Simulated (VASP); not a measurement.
# SnO (P4/nmm) in VASP: phonons with PBE+D3(BJ)

Aim: the phonons of SnO with PBE+D3(BJ).

Everything below comes from runs of VASP 6.6.1. Logs are shortened: lines on timing, memory, paths and dates and some standing lists are left out, and cuts for length are marked.

### Step 1. Starting point

Symmetry: P4/nmm, No. 129, tetragonal system. The conventional cell has a = 3.799 Å, b = 3.799 Å, c = 4.841 Å, α = 90.00°, β = 90.00°, γ = 90.00°. Around Sn (site symmetry 4mm) lie 4 O at 2.22 Å. Around O (site symmetry -4m2) lie 4 Sn at 2.22 Å.

### Step 2. Phonons, PBE+D3(BJ)

Contents of POSCAR:

```
SnO
1.0
    3.7986000000      0.0000000000      0.0000000000
    0.0000000000      3.7986000000      0.0000000000
    0.0000000000      0.0000000000      4.8408000000
Sn O
2 2
Direct
    0.5000000000      0.0000000000      0.2369000000
    0.0000000000      0.5000000000      0.7631000000
    0.0000000000      0.0000000000      0.0000000000
    0.5000000000      0.5000000000      0.0000000000
```

Contents of INCAR.step1:

```
  ALGO = Normal
  EDIFF = 1E-8
  EDIFFG = -0.002
  ENCUT = 600
  GGA = PE
  IBRION = 2
  ISIF = 3
  ISMEAR = 0
  IVDW = 12
  LASPH = True
  LCHARG = False
  LREAL = False
  LWAVE = False
  NELM = 80
  NSW = 40
  PREC = Accurate
  SIGMA = 0.02
```

Contents of INCAR.step2:

```
  ALGO = Normal
  EDIFF = 1E-8
  ENCUT = 600
  GGA = PE
  IBRION = 6
  ISIF = 2
  ISMEAR = 0
  IVDW = 12
  LASPH = True
  LCHARG = False
  LREAL = False
  LWAVE = False
  NELM = 80
  NFREE = 2
  NSW = 1
  POTIM = 0.015
  PREC = Accurate
  SIGMA = 0.02
```

Contents of KPOINTS:

```
k-points
0
Gamma
  8 8 6
```

Potentials or basis: VASP PAW PBE potentials, release 64 (Sn_d, O).

Command:

```
$ cat potpaw_PBE.64/Sn_d/POTCAR potpaw_PBE.64/O/POTCAR > POTCAR
$ cp INCAR.step1 INCAR
$ mpirun -np 1 vasp_std > vasp.out
$ cp CONTCAR POSCAR
$ cp INCAR.step2 INCAR
$ mpirun -np 1 vasp_std > vasp.out
```

OUTCAR:

```text
EDIFF = 1E-8
   ENCUT = 600
   GGA = PE
   IBRION = 6
   ISIF = 2
   ISMEAR = 0
   IVDW = 12
   LASPH = True
   LREAL = False
   NELM = 80
   NFREE = 2
   NSW = 1
   POTIM = 0.015
   PREC = Accurate
 IVDW          = 12

 ion  position               nearest neighbor table
   1  0.500  0.000  0.246-   3 2.24   4 2.24   4 2.24   3 2.24   2 3.57   2 3.57   2 3.57   2 3.57
                             2 3.63   2 3.63   2 3.63   2 3.63
   2  0.000  0.500  0.754-   3 2.24   4 2.24   3 2.24   4 2.24   1 3.57   1 3.57   1 3.57   1 3.57
                             1 3.63   1 3.63   1 3.63   1 3.63
   3  0.000  0.000  0.000-   1 2.24   2 2.24   2 2.24   1 2.24
   4  0.500  0.500  0.000-   1 2.24   2 2.24   1 2.24   2 2.24

  LATTYP: Found a simple tetragonal cell.
 ALAT       =     3.8345259065
 C/A-ratio  =     1.2346437139

  Lattice vectors:

 A1 = (   3.8345259065,   0.0000000000,   0.0000000000)
 A2 = (   0.0000000000,   3.8345259065,   0.0000000000)
 A3 = (   0.0000000000,   0.0000000000,   4.7342733061)

Analysis of symmetry for initial positions (statically):
=====================================================================
 Subroutine PRICEL returns:
 Original cell was already a primitive cell.

 Routine SETGRP: Setting up the symmetry group for a
 simple tetragonal supercell.

 Subroutine GETGRP returns: Found 16 space group operations
 (whereof  8 operations were pure point group operations)
 out of a pool of 16 trial point group operations.

The static configuration has the point symmetry D_2d.
 The point group associated with its full space group is D_4h.

Analysis of symmetry for dynamics (positions and initial velocities):
=====================================================================
 Subroutine PRICEL returns:
 Original cell was already a primitive cell.

 Routine SETGRP: Setting up the symmetry group for a
 simple tetragonal supercell.

 Subroutine GETGRP returns: Found 16 space group operations
 (whereof  8 operations were pure point group operations)
 out of a pool of 16 trial point group operations.

The dynamic configuration has the point symmetry D_2d.
 The point group associated with its full space group is D_4h.

 Subroutine INISYM returns: Found 16 space group operations
 (whereof  8 operations are pure point group operations),
 and found     1 'primitive' translations

----------------------------------------------------------------------------------------

                                     Primitive cell

  volume of cell :      69.6108

  direct lattice vectors                    reciprocal lattice vectors
     3.834525907  0.000000000  0.000000000     0.260788432  0.000000000  0.000000000
     0.000000000  3.834525907  0.000000000     0.000000000  0.260788432  0.000000000
     0.000000000  0.000000000  4.734273306     0.000000000  0.000000000  0.211225659

  length of vectors
     3.834525907  3.834525907  4.734273306     0.260788432  0.260788432  0.211225659

  position of ions in fractional coordinates (direct lattice)
     0.500000000  0.000000000  0.245701194
     0.000000000  0.500000000  0.754298806
     0.000000000  0.000000000  0.000000000
     0.500000000  0.500000000  0.000000000

  ion indices of the primitive-cell ions
   primitive index   ion index
                 1           1
                 2           2
                 3           3
                 4           4

----------------------------------------------------------------------------------------

 KPOINTS: k-points

Automatic generation of k-mesh.
 Grid dimensions read from file:
 generate k-points for:    8    8    6

 Generating k-lattice:

  Cartesian coordinates                     Fractional coordinates (reciprocal lattice)
     0.032598554  0.000000000  0.000000000     0.125000000  0.000000000  0.000000000
     0.000000000  0.032598554  0.000000000     0.000000000  0.125000000  0.000000000
     0.000000000  0.000000000  0.035204277     0.000000000  0.000000000  0.166666667

  Length of vectors
     0.032598554  0.032598554  0.035204277

[... 40 lines left out ...]
   ions per type =               2   2
   NGX,Y,Z   is equivalent  to a cutoff of  13.87, 13.87, 14.05 a.u.
   NGXF,Y,Z  is equivalent  to a cutoff of  27.75, 27.75, 28.09 a.u.
 SYSTEM =  unknown system
   PREC   = accura    normal or accurate (medium, high low for compatibility)
   ISTART =      0    job   : 0-new  1-cont  2-samecut
   ICHARG =      2    charge: 1-file 2-atom 10-const
   ISPIN  =      1    spin polarized calculation?
   LNONCOLLINEAR =      F non collinear calculations
   LSORBIT =      F    spin-orbit coupling
   LASPH  =      T    aspherical Exc in radial PAW
   ENCUT  =  600.0 eV  44.10 Ry    6.64 a.u.   7.66  7.66  9.46*2*pi/ulx,y,z
   NELM   =     80;   NELMIN=  2; NELMDL=  0     # of ELM steps
   EDIFF  = 0.1E-07   stopping-criterion for ELM
   LREAL  =      F    real-space projection
   EDIFFG = 0.1E-06   stopping-criterion for IOM
   NSW    =     85    number of steps for IOM
   IBRION =      6    ionic relax: 0-MD 1-quasi-New 2-CG
   NFREE  =      2    steps in history (QN), initial steepest desc. (CG)
   ISIF   =      2    stress and relaxation
   ISYM   =      2    0-nonsym 1-usesym 2-fastsym
   POTIM  = 0.0150    time-step for ionic-motion
   TEBEG  =    0.0;   TEEND  =   0.0 temperature during run
   PSTRESS=    0.0 pullay stress
   NELECT =      40.0000    total number of electrons
   NUPDOWN=      -1.0000    fix difference up-down
   EMIN   =  10.00;   EMAX   =-10.00  energy-range for DOS
   EFERMI =   0.00;   METHOD = LEGACY
   ISMEAR =     0;   SIGMA  =   0.02  broadening in eV -4-tet -1-fermi 0-gaus
   EFERMI_NEDOS =   21; number of points for ismear=-14 and -15
   IALGO  =     38    algorithm
   IMIX   =      4    mixing-type and parameters
     AMIX     =   0.40;   BMIX     =  1.00
     AMIX_MAG =   1.60;   BMIX_MAG =  1.00
  volume/ion in A,a.u.               =      17.40       117.44
  Fermi-wavevector in a.u.,A,eV,Ry     =   1.361035  2.571983 25.203651  1.852416
  Thomas-Fermi vector in A             =   2.487646
   LORBIT       =      0    0 simple, 1 ext, 2 COOP (PROOUT), +10 PAW based schemes
   GGA     = PE    functional components
   LHFCALC =     F    Hartree Fock is set to
   AEXX    =    0.0000 exact exchange contribution
   IVDW    =    12    specifies the selected vdW correction
   LEPSILON=     F    determine dielectric tensor
   LRPA    =     F    only Hartree local field effects (RPA)
 finite differences with symmetry
 non-spin polarized calculation
 Gauss-broadening in eV      SIGMA  =   0.02
  energy-cutoff  :      600.00
  volume of cell :       69.61
 maximum number of plane-waves:      2341
 NGX is ok and might be reduce to    32
   NGX = 15   NGY = 15   NGZ = 19

--------------------------------------- Ionic step        1  -------------------------------------------

 number of electron      40.0000018 magnetization

 Free energy of the ion-electron system (eV)
  ---------------------------------------------------
  ext. energy  EPLUGINS =         0.00000000
  ---------------------------------------------------
  free energy    TOTEN  =       -22.68742106 eV

  energy without entropy =      -22.68729275  energy(sigma->0) =      -22.68735690

------------------------ aborting loop because EDIFF is reached ----------------------------------------

 Edisp (eV)   -0.94582

 E8    (eV) :    -0.4104
[... 327 lines left out ...]
--------------------------------------- Ionic step        9  -------------------------------------------

 number of electron      40.0000015 magnetization

 Free energy of the ion-electron system (eV)
  ---------------------------------------------------
  ext. energy  EPLUGINS =         0.00000000
  ---------------------------------------------------
  free energy    TOTEN  =       -22.68665883 eV

  energy without entropy =      -22.68653072  energy(sigma->0) =      -22.68659478

 E-fermi :   7.1573     XC(G=0): -10.3187

 val. band max:        7.1516548101   @ k =   0.1250   0.0000   0.0000
 cond. band min:       7.1666965868   @ k =   0.0000   0.0000   0.0000
 fundamental gap:      0.0150417767
 Fermi energy:         7.1572873477

 k-point     1 :       0.0000    0.0000    0.0000
  band No.  band energies     occupation
      1     -14.7652      2.00000
      2     -14.3797      2.00000
      3     -14.3788      2.00000
      4     -14.3684      2.00000
      5     -14.3405      2.00000
      6     -14.3322      2.00000
[... 637 lines left out ...]
     23      12.1319      0.00000
     24      12.1655      0.00000

 [... further k-points ...]

------------------------ aborting loop because EDIFF is reached ----------------------------------------

 Edisp (eV)   -0.94582

 E8    (eV) :    -0.4104
[... 27 lines left out ...]
  FREE ENERGIE OF THE ION-ELECTRON SYSTEM (eV)
  ---------------------------------------------------
  free  energy   TOTEN  =       -23.6324801890 eV

  energy  without entropy=      -23.6323520854  energy(sigma->0) =      -23.63241614

 INTERNAL STRAIN TENSORS FROM DISPLACED ATOMS
 ============================================

 INTERNAL STRAIN TENSOR FOR ION    1 for displacements in x,y,z  (eV/Angst):
          X           Y           Z          XY          YZ          ZX
  --------------------------------------------------------------------------------
  x     0.00000     0.00000     0.00000     0.00000     0.00000    -5.14145
  y     0.00000     0.00000     0.00000     0.00000    -5.14149     0.00000
  z   -10.96215   -10.96215   -17.33791     0.00000     0.00000     0.00000

 INTERNAL STRAIN TENSOR FOR ION    4 for displacements in x,y,z  (eV/Angst):
          X           Y           Z          XY          YZ          ZX
  --------------------------------------------------------------------------------
  x     0.00000     0.00000     0.00000     0.00000     0.00000    -3.31047
  y     0.00000     0.00000     0.00000     0.00000     3.31050     0.00000
  z    -6.37522     6.37522     0.00000     0.00000     0.00000     0.00000

 Eigenvectors and eigenvalues of the dynamical matrix
 ----------------------------------------------------

   1 f  =   13.580246 THz    85.327204 2PiTHz  452.988256 cm-1    56.163360 meV
             X         Y         Z           dx          dy          dz
      1.917263  0.000000  1.163217    -0.037460    0.007123    0.000000
      0.000000  1.917263  3.571057     0.037460   -0.007123    0.000000
      0.000000  0.000000  0.000000     0.693650    0.131892   -0.000000
      1.917263  1.917263  0.000000    -0.693650   -0.131892   -0.000000
[... 71 lines left out ...]
  12 f/i=    0.003228 THz     0.020284 2PiTHz    0.107685 cm-1     0.013351 meV
             X         Y         Z           dx          dy          dz
      1.917263  0.000000  1.163217    -0.173724   -0.640545    0.000000
      0.000000  1.917263  3.571057    -0.173724   -0.640545    0.000000
      0.000000  0.000000  0.000000    -0.063861   -0.235464    0.000000
      1.917263  1.917263  0.000000    -0.063861   -0.235464    0.000000

 ELASTIC MODULI CONTR FROM IONIC RELAXATION (kBar)
 Direction    XX          YY          ZZ          XY          YZ          ZX
 --------------------------------------------------------------------------------
 XX        -574.2157    -27.7613   -476.0483      0.0000     -0.0000      0.0000
 YY         -27.7613   -574.2157   -476.0483      0.0000     -0.0000      0.0000
 ZZ        -476.0483   -476.0483   -752.9259      0.0000     -0.0000      0.0000
 XY           0.0000      0.0000      0.0000      0.0000      0.0000      0.0000
 YZ          -0.0000     -0.0000     -0.0000      0.0000   -226.2199      0.0000
 ZX           0.0000      0.0000      0.0000      0.0000      0.0000   -226.2167
 --------------------------------------------------------------------------------
```

Wall time 26 min (1 thread of AMD EPYC 9R45 (Zen 5), shared host); peak memory 0.48 GiB.

What came out:

```yaml
Relaxed_volume: 17.40 Å³/atom
Relaxed_cell: a = 3.835 Å, b = 3.835 Å, c = 4.734 Å, α = 90.00°, β = 90.00°, γ = 90.00°
Space_group_after_relaxing_to_0.05_Å: P4/nmm (No. 129)
Highest_phonon_frequency_at_Γ_LO-TO_splitting_left_out: 453 cm⁻¹
Dispersion_energy_per_atom: -0.236 eV
```

Step by step:
```csv
step,energy change (eV),largest force (eV/Å),pressure (GPa),volume (Å³)
1,0.0000,0.5970,2.85,69.85
2,0.0007,0.5053,-2.96,73.04
3,-0.0222,0.0310,-0.19,71.40
4,-0.0222,0.0418,-0.13,71.37
5,-0.0234,0.0518,-0.13,71.24
6,-0.0257,0.0808,-0.12,70.84
7,-0.0241,0.1350,-0.06,70.03
8,-0.0261,0.1013,-0.10,70.58
9,-0.0271,0.0284,-0.23,70.32
10,-0.0274,0.0339,-0.42,70.03
11,-0.0279,0.0021,0.05,69.47
12,-0.0280,0.0057,-0.01,69.55
13,-0.0280,0.0062,-0.02,69.56
14,-0.0280,0.0015,-0.01,69.57
15,-0.0280,0.0032,0.00,69.59
16,-0.0280,0.0054,0.00,69.60
17,-0.0280,0.0013,-0.01,69.61
```

Final structure:
```
CELL_PARAMETERS angstrom
3.83453 0.00000 0.00000
0.00000 3.83453 0.00000
0.00000 0.00000 4.73427
ATOMIC_POSITIONS crystal
Sn 0.50000 0.00000 0.24570
Sn 0.00000 0.50000 0.75430
O 0.00000 0.00000 0.00000
O 0.50000 0.50000 0.00000
```

Phonon frequencies in cm⁻¹ (negative: imaginary):
```tsv
q point	frequencies
(0.000, 0.000, 0.000)	0 0 0 112 112 205 259 259 341 359 453 453
```
